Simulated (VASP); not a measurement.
# C (P6_3/mmc) in VASP: a series of runs

Runs on C. Level: PBE. Tasks: relaxation of cell and atoms.

The COD entry that gives the cell may itself be a prediction, so a difference from it is no test against experiment.

Everything below comes from runs of VASP 6.6.1. Logs are shortened: lines on timing, memory, paths and dates and some standing lists are left out, and cuts for length are marked.

## 1. Starting point

The structure is hexagonal, space group P6_3/mmc (No. 194). The conventional cell has a = 2.522 Å, b = 2.522 Å, c = 8.237 Å, α = 90.00°, β = 90.00°, γ = 120.00°. C (site symmetry 3m) is surrounded by 4 C at 1.54 Å. Around C (site symmetry 3m) lie 4 C at 1.54 Å.

This is a hexagonal form of diamond, not graphite.

## 2. Relaxation of cell and atoms, PBE

Contents of INCAR:

```
SYSTEM = C
PREC     = Accurate       ! precision mode
ENCUT    = 580            ! plane-wave cutoff, eV
EDIFF    = 1E-7           ! SCF threshold, eV
ISMEAR   = -1             ! smearing method
SIGMA    = 0.05           ! smearing width, eV
LREAL    = .FALSE.        ! projectors in reciprocal space
LASPH    = .TRUE.         ! aspherical terms in the spheres
NELM     = 100            ! most SCF steps
ALGO     = Normal         ! electronic algorithm
ISIF     = 3              ! what is computed and relaxed
LWAVE    = .FALSE.        ! write WAVECAR
LCHARG   = .FALSE.        ! write CHGCAR
GGA      = PE             ! functional
IBRION   = 2              ! ionic algorithm
NSW      = 40             ! ionic steps
EDIFFG   = -0.01          ! ionic threshold
```

Contents of KPOINTS:

```
Automatic mesh
0
G
  12 12 4
  0 0 0
```

Contents of POSCAR:

```
C
1.0
    2.5221000000      0.0000000000      0.0000000000
   -1.2610500000      2.1842026709      0.0000000000
    0.0000000000      0.0000000000      8.2371000000
C
8
Direct
    0.6666666667      0.3333333333      0.8437500000
    0.3333333333      0.6666666667      0.3437500000
    0.6666666667      0.3333333333      0.6562500000
    0.3333333333      0.6666666667      0.1562500000
    0.0000000000      0.0000000000      0.9062500000
    0.0000000000      0.0000000000      0.4062500000
    0.0000000000      0.0000000000      0.5937500000
    0.0000000000      0.0000000000      0.0937500000
```

Potentials or basis: VASP PAW PBE potentials, release 64 (C).

Launch:

```console
$ cat potpaw_PBE.64/C/POTCAR > POTCAR
$ mpirun -np 1 vasp_std > vasp.out
```

OUTCAR:

```text
SYSTEM = C
   PREC = Accurate
   ENCUT = 580
   EDIFF = 1E-7
   ISMEAR = -1
   LREAL = .FALSE.
   LASPH = .TRUE.
   NELM = 100
   ISIF = 3
   GGA = PE
   IBRION = 2
   NSW = 40
   EDIFFG = -0.01

 ion  position               nearest neighbor table
   1  0.667  0.333  0.844-   3 1.54   5 1.54   5 1.54   5 1.54
   2  0.333  0.667  0.344-   4 1.54   6 1.54   6 1.54   6 1.54
   3  0.667  0.333  0.656-   1 1.54   7 1.54   7 1.54   7 1.54
   4  0.333  0.667  0.156-   2 1.54   8 1.54   8 1.54   8 1.54
   5  0.000  0.000  0.906-   8 1.54   1 1.54   1 1.54   1 1.54
   6  0.000  0.000  0.406-   7 1.54   2 1.54   2 1.54   2 1.54
   7  0.000  0.000  0.594-   6 1.54   3 1.54   3 1.54   3 1.54
   8  0.000  0.000  0.094-   5 1.54   4 1.54   4 1.54   4 1.54

  LATTYP: Found a hexagonal cell.
 ALAT       =     2.5221000000
 C/A-ratio  =     3.2659688355

  Lattice vectors:

 A1 = (   2.5221000000,   0.0000000000,   0.0000000000)
 A2 = (  -1.2610500000,   2.1842026709,   0.0000000000)
 A3 = (   0.0000000000,   0.0000000000,   8.2371000000)

Analysis of symmetry for initial positions (statically):
=====================================================================
 Subroutine PRICEL returns:
 Original cell was already a primitive cell.

 Routine SETGRP: Setting up the symmetry group for a
 hexagonal supercell.

 Subroutine GETGRP returns: Found 24 space group operations
 (whereof 12 operations were pure point group operations)
 out of a pool of 24 trial point group operations.

The static configuration has the point symmetry D_3d.
 The point group associated with its full space group is D_6h.

Analysis of symmetry for dynamics (positions and initial velocities):
=====================================================================
 Subroutine PRICEL returns:
 Original cell was already a primitive cell.

 Routine SETGRP: Setting up the symmetry group for a
 hexagonal supercell.

 Subroutine GETGRP returns: Found 24 space group operations
 (whereof 12 operations were pure point group operations)
 out of a pool of 24 trial point group operations.

The dynamic configuration has the point symmetry D_3d.
 The point group associated with its full space group is D_6h.

 Subroutine INISYM returns: Found 24 space group operations
 (whereof 12 operations are pure point group operations),
 and found     1 'primitive' translations

----------------------------------------------------------------------------------------

                                     Primitive cell

  volume of cell :      45.3764

  direct lattice vectors                    reciprocal lattice vectors
     2.522100000  0.000000000  0.000000000     0.396494984  0.228916486  0.000000000
    -1.261050000  2.184202671  0.000000000     0.000000000  0.457832972  0.000000000
     0.000000000  0.000000000  8.237100000     0.000000000  0.000000000  0.121401950

  length of vectors
     2.522100000  2.522100000  8.237100000     0.457832972  0.457832972  0.121401950

  position of ions in fractional coordinates (direct lattice)
     0.666666667  0.333333333  0.843750000
     0.333333333  0.666666667  0.343750000
     0.666666667  0.333333333  0.656250000
     0.333333333  0.666666667  0.156250000
     0.000000000  0.000000000  0.906250000
     0.000000000  0.000000000  0.406250000
     0.000000000  0.000000000  0.593750000
     0.000000000  0.000000000  0.093750000

  ion indices of the primitive-cell ions
   primitive index   ion index
                 1           1
                 2           2
                 3           3
                 4           4
                 5           5
                 6           6
                 7           7
                 8           8

----------------------------------------------------------------------------------------

 KPOINTS: Automatic mesh

Automatic generation of k-mesh.
 Grid dimensions read from file:
 generate k-points for:   12   12    4

 Generating k-lattice:

  Cartesian coordinates                     Fractional coordinates (reciprocal lattice)
     0.033041249  0.019076374  0.000000000     0.083333333  0.000000000  0.000000000
     0.000000000  0.038152748  0.000000000     0.000000000  0.083333333  0.000000000
     0.000000000  0.000000000  0.030350487     0.000000000  0.000000000  0.250000000

  Length of vectors
     0.038152748  0.038152748  0.030350487

  Shift w.r.t. Gamma in fractional coordinates (k-lattice)
     0.000000000  0.000000000  0.000000000

 Subroutine IBZKPT returns following result:
 ===========================================

 Found     57 irreducible k-points:

 Following reciprocal coordinates:
            Coordinates               Weight
  0.000000  0.000000  0.000000      1.000000
  0.083333  0.000000  0.000000      6.000000
  0.166667  0.000000  0.000000      6.000000
  0.250000  0.000000  0.000000      6.000000
  0.333333  0.000000  0.000000      6.000000
  0.416667  0.000000  0.000000      6.000000
[... 16 lines left out ...]
  0.250000  0.000000  0.250000     12.000000
  0.333333  0.000000  0.250000     12.000000
 [... further k-points ...]
   k-points           NKPTS =     57   k-points in BZ     NKDIM =     57   number of bands    NBANDS=     21
   number of dos      NEDOS =    301   number of ions     NIONS =      8
   total plane-waves  NPLWV =  28000
   dimension x,y,z NGX =    20 NGY =   20 NGZ =   70
   dimension x,y,z NGXF=    40 NGYF=   40 NGZF=  140
   ions per type =               8
   NGX,Y,Z   is equivalent  to a cutoff of  13.18, 13.18, 14.13 a.u.
   NGXF,Y,Z  is equivalent  to a cutoff of  26.37, 26.37, 28.26 a.u.
 SYSTEM =  C
   PREC   = accura    normal or accurate (medium, high low for compatibility)
   ISTART =      0    job   : 0-new  1-cont  2-samecut
   ICHARG =      2    charge: 1-file 2-atom 10-const
   ISPIN  =      1    spin polarized calculation?
   LNONCOLLINEAR =      F non collinear calculations
   LSORBIT =      F    spin-orbit coupling
   LASPH  =      T    aspherical Exc in radial PAW
   ENCUT  =  580.0 eV  42.63 Ry    6.53 a.u.   4.95  4.95 16.18*2*pi/ulx,y,z
   NELM   =    100;   NELMIN=  2; NELMDL= -5     # of ELM steps
   EDIFF  = 0.1E-06   stopping-criterion for ELM
   LREAL  =      F    real-space projection
   EDIFFG = -.1E-01   stopping-criterion for IOM
   NSW    =     40    number of steps for IOM
   IBRION =      2    ionic relax: 0-MD 1-quasi-New 2-CG
   NFREE  =      1    steps in history (QN), initial steepest desc. (CG)
   ISIF   =      3    stress and relaxation
   ISYM   =      2    0-nonsym 1-usesym 2-fastsym
   POTIM  = 0.5000    time-step for ionic-motion
   TEBEG  =    0.0;   TEEND  =   0.0 temperature during run
   PSTRESS=    0.0 pullay stress
   NELECT =      32.0000    total number of electrons
   NUPDOWN=      -1.0000    fix difference up-down
   EMIN   =  10.00;   EMAX   =-10.00  energy-range for DOS
   EFERMI =   0.00;   METHOD = LEGACY
   ISMEAR =    -1;   SIGMA  =   0.05  broadening in eV -4-tet -1-fermi 0-gaus
   EFERMI_NEDOS =   21; number of points for ismear=-14 and -15
   IALGO  =     38    algorithm
   IMIX   =      4    mixing-type and parameters
     AMIX     =   0.40;   BMIX     =  1.00
     AMIX_MAG =   1.60;   BMIX_MAG =  1.00
  volume/ion in A,a.u.               =       5.67        38.28
  Fermi-wavevector in a.u.,A,eV,Ry     =   1.457186  2.753682 28.890486  2.123391
  Thomas-Fermi vector in A             =   2.574017
   LORBIT       =      0    0 simple, 1 ext, 2 COOP (PROOUT), +10 PAW based schemes
   GGA     = PE    functional components
   LHFCALC =     F    Hartree Fock is set to
   AEXX    =    0.0000 exact exchange contribution
   IVDW    =     0    specifies the selected vdW correction
   LEPSILON=     F    determine dielectric tensor
   LRPA    =     F    only Hartree local field effects (RPA)
 conjugate gradient relaxation of ions
 non-spin polarized calculation
  energy-cutoff  :      580.00
  volume of cell :       45.38
 maximum number of plane-waves:      1473
 NGX is ok and might be reduce to    20
   NGX =  9   NGY =  9   NGZ = 33

--------------------------------------- Ionic step        1  -------------------------------------------

 number of electron      31.9999998 magnetization

 Free energy of the ion-electron system (eV)
  ---------------------------------------------------
  ext. energy  EPLUGINS =         0.00000000
  ---------------------------------------------------
  free energy    TOTEN  =       -72.66098239 eV

  energy without entropy =      -72.66098239  energy(sigma->0) =      -72.66098239

------------------------ aborting loop because EDIFF is reached ----------------------------------------

  FORCE on cell =-STRESS in cart. coord.  units (eV):
  Direction    XX          YY          ZZ          XY          YZ          ZX
  --------------------------------------------------------------------------------------
  -------------------------------------------------------------------------------------
  Total       -0.4803935     -0.4803935      3.0038949      0.0000000      0.0000000      0.0000000
  in kB      -16.9620433    -16.9620433    106.0634483      0.0000000      0.0000000      0.0000000
  external PRESSURE =      24.0464539 kB  Pullay stress =       0.0000000 kB
[... 195 lines left out ...]
  energy  without entropy=      -72.6816404733  energy(sigma->0) =      -72.68164047

--------------------------------------- Ionic step        6  -------------------------------------------

 number of electron      31.9999998 magnetization

 Free energy of the ion-electron system (eV)
  ---------------------------------------------------
  ext. energy  EPLUGINS =         0.00000000
  ---------------------------------------------------
  free energy    TOTEN  =       -72.68177628 eV

  energy without entropy =      -72.68177628  energy(sigma->0) =      -72.68177628

 E-fermi :  10.7373     XC(G=0): -13.2222

 val. band max:        9.7818259994   @ k =   0.0000   0.0000   0.0000
 cond. band min:      14.3124830473   @ k =   0.4167   0.0000   0.0000
 fundamental gap:      4.5306570479
 Fermi energy:        10.7372839799

 k-point     1 :       0.0000    0.0000    0.0000
  band No.  band energies     occupation
      1     -11.7673      2.00000
      2     -10.1294      2.00000
      3     -10.0282      2.00000
      4      -6.1251      2.00000
      5      -3.6735      2.00000
      6       2.9626      2.00000
[... 550 lines left out ...]
      5      -1.3716      2.00000
      6      -0.3508      2.00000
[... 13 lines left out ...]
     20      17.2466      0.00000
     21      17.8098      0.00000

 [... further k-points ...]

------------------------ aborting loop because EDIFF is reached ----------------------------------------

  FORCE on cell =-STRESS in cart. coord.  units (eV):
  Direction    XX          YY          ZZ          XY          YZ          ZX
  --------------------------------------------------------------------------------------
  -------------------------------------------------------------------------------------
  Total       -0.0122168     -0.0122168      0.0175580      0.0000000     -0.0000000      0.0000000
  in kB       -0.4290778     -0.4290778      0.6166703      0.0000000     -0.0000000      0.0000000
  external PRESSURE =      -0.0804951 kB  Pullay stress =       0.0000000 kB
[... 23 lines left out ...]
  FREE ENERGIE OF THE ION-ELECTRON SYSTEM (eV)
  ---------------------------------------------------
  free  energy   TOTEN  =       -72.6817762834 eV

  energy  without entropy=      -72.6817762833  energy(sigma->0) =      -72.68177628

 reached required accuracy - stopping structural energy minimisation
```

Run time: 3.7 min. Hardware: 1 thread of Intel Xeon Platinum 8259CL at 2.50GHz (Skylake/Cascade Lake), shared host; peak memory 0.18 GiB.

Results:

* Free energy: -72.6818 eV
* Relaxed volume: 5.70 Å³/atom
* Relaxed cell: a = 2.518 Å, b = 2.518 Å, c = 8.305 Å, α = 90.00°, β = 90.00°, γ = 120.00°
* Space group after relaxing (to 0.05 Å): P6_3/mmc (No. 194)
* Energy gained by relaxing: 2.6 meV/atom
* Ionic steps: 6
* Pressure after relaxing: 0.0 GPa
* Largest force after relaxing: 0.004 eV/Å
* Band gap on the k mesh: 4.53 eV, indirect (least direct gap 5.29 eV)

Forces in eV/Å, atoms in the order of the input:
```
C    0.000  0.000  0.004
C    0.000  0.000  0.004
C    0.000  0.000 -0.004
C    0.000  0.000 -0.004
C    0.000  0.000  0.000
C    0.000  0.000  0.000
C    0.000  0.000  0.000
C    0.000  0.000  0.000
```

Step by step:
| step | energy change (eV) | largest force (eV/Å) | pressure (GPa) | volume (Å³) |
| --- | --- | --- | --- | --- |
| 1 | 0.0000 | 0.3284 | 2.40 | 45.38 |
| 2 | 0.0130 | 0.4672 | -2.67 | 45.93 |
| 3 | -0.0206 | 0.0440 | 0.02 | 45.62 |
| 4 | -0.0206 | 0.0376 | 0.06 | 45.61 |
| 5 | -0.0207 | 0.0408 | -0.07 | 45.62 |
| 6 | -0.0208 | 0.0040 | -0.01 | 45.62 |

Final structure:
```
C
1.0
     2.51842    0.00000    0.00000
    -1.25921    2.18102    0.00000
     0.00000    0.00000    8.30509
C
8
Direct
  0.66667 0.33333 0.84445
  0.33333 0.66667 0.34445
  0.66667 0.33333 0.65555
  0.33333 0.66667 0.15555
  0.00000 0.00000 0.90702
  0.00000 0.00000 0.40702
  0.00000 0.00000 0.59298
  0.00000 0.00000 0.09298
```

Levels at points of the mesh, in eV from the valence-band top:
| k point | band 13 | band 14 | band 15 | band 16 | band 17 | band 18 | band 19 | band 20 |
| --- | --- | --- | --- | --- | --- | --- | --- | --- |
| (0.00, 0.00, 0.00) | -1.72 | -0.22 | 0.00 | 0.00 | 5.29 | 5.29 | 5.46 | 7.10 |
| (0.50, 0.00, 0.00) | -4.91 | -4.65 | -3.66 | -2.95 | 4.60 | 5.57 | 5.98 | 6.02 |
| (0.00, 0.00, 0.50) | -0.65 | -0.65 | -0.65 | -0.65 | 6.06 | 6.06 | 6.06 | 6.06 |
| (0.50, 0.00, 0.50) | -4.71 | -4.71 | -3.64 | -3.64 | 4.94 | 4.94 | 6.98 | 6.98 |

A k mesh can miss the band edges. Zero-point motion and thermal expansion aren't in these numbers.

## 3. Relaxation of cell and atoms, PBE

Contents of INCAR:

```
PREC = Accurate
ENCUT = 600
EDIFF = 1E-6
ISMEAR = -1
SIGMA = 0.05
LREAL = False
LASPH = True
NELM = 100
ALGO = Normal
ISIF = 3
LWAVE = False
LCHARG = False
GGA = PE
IBRION = 2
NSW = 40
EDIFFG = -0.005
```

Contents of KPOINTS:

```
regular mesh
0
Gamma
  12 12 4
```

POSCAR is that of step 2.

Potentials or basis: VASP PAW PBE potentials, release 64 (C).

Launch:

```console
$ cat potpaw_PBE.64/C/POTCAR > POTCAR
$ mpirun -np 1 vasp_std > vasp.out
```

It took 3.1 min on 1 thread of Intel Xeon Platinum 8259CL at 2.50GHz (Skylake/Cascade Lake), shared host; peak memory 0.19 GiB.

It converged, with:

```
Free energy                            : -72.6878 eV
Relaxed volume                         : 5.70 Å³/atom
Relaxed cell                           : a = 2.518 Å, b = 2.518 Å, c = 8.304 Å, α = 90.00°, β = 90.00°, γ = 120.00°
Space group after relaxing (to 0.05 Å) : P6_3/mmc (No. 194)
Energy gained by relaxing              : 2.6 meV/atom
Ionic steps                            : 6
Pressure after relaxing                : 0.0 GPa
Largest force after relaxing           : 0.004 eV/Å
Band gap on the k mesh                 : 4.53 eV, indirect (least direct gap 5.29 eV)
```

Forces on the atoms (eV/Å):
```
C    0.000  0.000  0.004
C    0.000  0.000  0.004
C    0.000  0.000 -0.004
C    0.000  0.000 -0.004
C    0.000  0.000  0.001
C    0.000  0.000  0.001
C    0.000  0.000 -0.001
C    0.000  0.000 -0.001
```

The path:
```
step  energy change (eV)  largest force (eV/Å)  pressure (GPa)  volume (Å³)
   1              0.0000                0.3284            2.25        45.38
   2              0.0130                0.4683           -2.49        45.90
   3             -0.0204                0.0443            0.01        45.60
   4             -0.0204                0.0371            0.05        45.60
   5             -0.0204                0.0402           -0.06        45.61
   6             -0.0206                0.0041           -0.01        45.60
```

Final structure:
```cif
data_structure
_symmetry_space_group_name_H-M 'P 1'
_symmetry_Int_Tables_number 1
_cell_length_a 2.5181
_cell_length_b 2.5181
_cell_length_c 8.3041
_cell_angle_alpha 90.000
_cell_angle_beta 90.000
_cell_angle_gamma 120.000
_cell_volume 45.60
loop_
_atom_site_label
_atom_site_type_symbol
_atom_site_fract_x
_atom_site_fract_y
_atom_site_fract_z
_atom_site_occupancy
C1 C 0.66667 0.33333 0.84445 1
C2 C 0.33333 0.66667 0.34445 1
C3 C 0.66667 0.33333 0.65555 1
C4 C 0.33333 0.66667 0.15555 1
C5 C 0.00000 0.00000 0.90702 1
C6 C 0.00000 0.00000 0.40702 1
C7 C 0.00000 0.00000 0.59298 1
C8 C 0.00000 0.00000 0.09298 1
```

Levels at points of the mesh, in eV from the valence-band top:
```
           k point  band 14  band 15  band 16  band 17  band 18  band 19
(0.00, 0.00, 0.00)    -0.22     0.00     0.00     5.29     5.29     5.46
(0.50, 0.00, 0.00)    -4.65    -3.66    -2.95     4.60     5.57     5.98
(0.00, 0.00, 0.50)    -0.65    -0.65    -0.65     6.06     6.06     6.06
(0.50, 0.00, 0.50)    -4.71    -3.64    -3.64     4.94     4.94     6.98
```

A k mesh can miss the band edges. PBE usually gives volumes a little too large and moduli too small.

(Continued in part 2 of 2.)
